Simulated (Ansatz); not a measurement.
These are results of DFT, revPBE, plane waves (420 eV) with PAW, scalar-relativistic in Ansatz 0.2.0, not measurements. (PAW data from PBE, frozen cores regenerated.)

An element in the bcc structure gives this curve. The cell is scaled uniformly from the relaxed one, with fractional coordinates and shape fixed. Energies are extrapolated to zero smearing, pressures are those at the given smearing. Magnetic state: spin not included.

```json
{"V (Å³/atom)": "24.799", "E − E₀ (meV/atom)": "77.1", "P (GPa)": "7.96"}
{"V (Å³/atom)": "25.926", "E − E₀ (meV/atom)": "32.9", "P (GPa)": "4.77"}
{"V (Å³/atom)": "27.054", "E − E₀ (meV/atom)": "8.7", "P (GPa)": "2.24"}
{"V (Å³/atom)": "28.181", "E − E₀ (meV/atom)": "0.2", "P (GPa)": "0.25"}
{"V (Å³/atom)": "29.308", "E − E₀ (meV/atom)": "4.2", "P (GPa)": "-1.35"}
{"V (Å³/atom)": "30.435", "E − E₀ (meV/atom)": "18.3", "P (GPa)": "-2.63"}
{"V (Å³/atom)": "31.562", "E − E₀ (meV/atom)": "40.5", "P (GPa)": "-3.66"}
```

Problem. Which element is it?
A. cadmium
B. tin
C. scandium
D. lutetium

Solution. B. Its fit is V₀ = 28.34 Å³/atom, B₀ = 43 GPa, B₀′ = 4.6.
